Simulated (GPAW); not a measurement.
A run of GPAW 26.7.0:

run.py

```python
from ase.eos import EquationOfState
from ase.io import Trajectory, read
from ase.units import GPa
from gpaw import GPAW, PW

atoms = read('SiC.cif')

traj = Trajectory('eos.traj', 'w')
volumes, energies = [], []
for x in [0.94, 0.96, 0.98, 1.0, 1.02, 1.04, 1.06]:
    a = atoms.copy()
    a.set_cell(atoms.cell * x**(1 / 3), scale_atoms=True)
    calc = GPAW(mode=PW(800),
                xc={'name': 'vdW-DF-cx', 'backend': 'libvdwxc'},
                kpts={'size': (6, 6, 2), 'gamma': True},
                occupations={'name': 'fermi-dirac', 'width': 0.05},
                nbands=32,
                convergence={'density': 1e-05, 'energy': 1e-05},
                maxiter=150,
                txt=f'eos-{x:.2f}.txt')
    a.calc = calc
    energies.append(a.get_potential_energy(force_consistent=True))
    volumes.append(a.get_volume())
    calc.write(f'eos-{x:.2f}.gpw')
    traj.write(a)
    print(f'{x:.2f} {volumes[-1]:10.4f} A^3 {energies[-1]:14.6f} eV', flush=True)

v0, e0, B = EquationOfState(volumes, energies, eos='birchmurnaghan').fit()
print(f'V0 = {v0:.4f} A^3, E0 = {e0:.6f} eV, B0 = {B / GPa:.2f} GPa')
```

The input SiC.cif:

```cif
data_SiC
_cell_length_a 3.07569415
_cell_length_b 3.07569415
_cell_length_c 10.07064648
_cell_angle_alpha 90.00000000
_cell_angle_beta 90.00000000
_cell_angle_gamma 120.00000000
_space_group_name_H-M_alt 'P1'
_space_group_name_Hall 'P 1'
_space_group_IT_number 1
loop_
_space_group_symop_operation_xyz
'x,y,z'
loop_
_atom_site_label
_atom_site_type_symbol
_atom_site_symmetry_multiplicity
_atom_site_Wyckoff_symbol
_atom_site_fract_x
_atom_site_fract_y
_atom_site_fract_z
_atom_site_occupancy
Si1 Si 1 a 0.0000000000 0.0000000000 0.1878943800 1
Si2 Si 1 a 0.0000000000 0.0000000000 0.6878943800 1
Si3 Si 1 a 0.3333333333 0.6666666667 0.4378419800 1
Si4 Si 1 a 0.6666666667 0.3333333333 0.9378419800 1
C1 C 1 a 0.0000000000 0.0000000000 0.0004600500 1
C2 C 1 a 0.0000000000 0.0000000000 0.5004600500 1
C3 C 1 a 0.3333333333 0.6666666667 0.2498025900 1
C4 C 1 a 0.6666666667 0.3333333333 0.7498025900 1
```

Potentials or basis: GPAW PAW data sets (gpaw-data 1.2.1), pw.

Launch:

```bash
$ OMP_NUM_THREADS=1 python run.py
```

Hardware: 1 thread of Arm Neoverse N1 (shared host).

**Question.** How long does it take, and how much memory?

**Answer.** Run time: 7.9 min on 1 thread of Arm Neoverse N1 (shared host), peak memory 0.42 GiB. Counts: scf iterations 70, plane waves 4012, bands 32, k points 14.
